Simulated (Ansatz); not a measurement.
## SiC (Moissanite) under changes of volume

One of the cells (10.341 Å³/atom); the others are scaled copies at fixed shape and fractional positions:

```
Si C
1.0
     3.07600    0.00000    0.00000
    -1.53800    2.66389    0.00000
     0.00000    0.00000    5.04800
Si C
2 2
Direct
  0.66667 0.33333 0.50000
  0.33333 0.66667 0.00000
  0.66667 0.33333 0.88500
  0.33333 0.66667 0.38500
```

* Program: Ansatz 0.2.0
* Functional: rPW86-PBE
* Dispersion: rVV10
* Potentials or basis: Ansatz PAW
* Cutoff: 420 eV (not typed: the program's choice for these potentials)
* k mesh: 10 × 10 × 5
* Occupations: fermi-dirac, width 0.05 eV
* Spin: no spin polarisation

| volume (Å³/atom) | energy over the lowest point (meV/atom) | pressure (GPa) | gap on the mesh (eV) | largest force (eV/Å) |
| --- | --- | --- | --- | --- |
| 9.721 | 56.03 | 21.6 | 2.58 | 0.861 |
| 9.927 | 31.95 | 15.8 | 2.61 | 0.826 |
| 10.134 | 15.03 | 10.5 | 2.64 | 0.793 |
| 10.341 | 4.56 | 5.7 | 2.66 | 0.761 |
| 10.548 | 0.00 | 1.4 | 2.68 | 0.731 |
| 10.755 | ? | ? | ? | ? |
| 10.961 | 6.37 | -6.1 | 2.60 | 0.676 |

**Question.** What does the run at 10.755 Å³/atom give?

**Answer.** Energy over the lowest point 0.76 meV/atom; pressure -2.5 GPa; gap on the mesh 2.64 eV; largest force 0.703 eV/Å.

Worked out: A Birch-Murnaghan fit of order 3 (a polynomial in V^(-2/3)) to the other rows has its minimum at 10.62 Å³/atom with B0 = V·E''(V) = 205 GPa and B' = 4.1 at fixed shape and positions, which overstates the stiffness. It gives 0.79 meV/atom at 10.755 Å³/atom, against the run's 0.76, and -dE/dV = -2.5 GPa, against -2.5. A parabola through the other rows of the gap, of slope -1.38 eV per unit of ln V there, gives 2.64 eV, against the run's 2.64.

Energies are extrapolated to zero smearing.

Caveats: odd divisions of the mesh miss points on the zone boundary, where band edges often lie, so the gap on the mesh can be too wide; the PAW data sets come from PBE, with cores solved anew for the run's functional, which leaves a small shift of forces and pressure.

A mesh can miss the band edges.
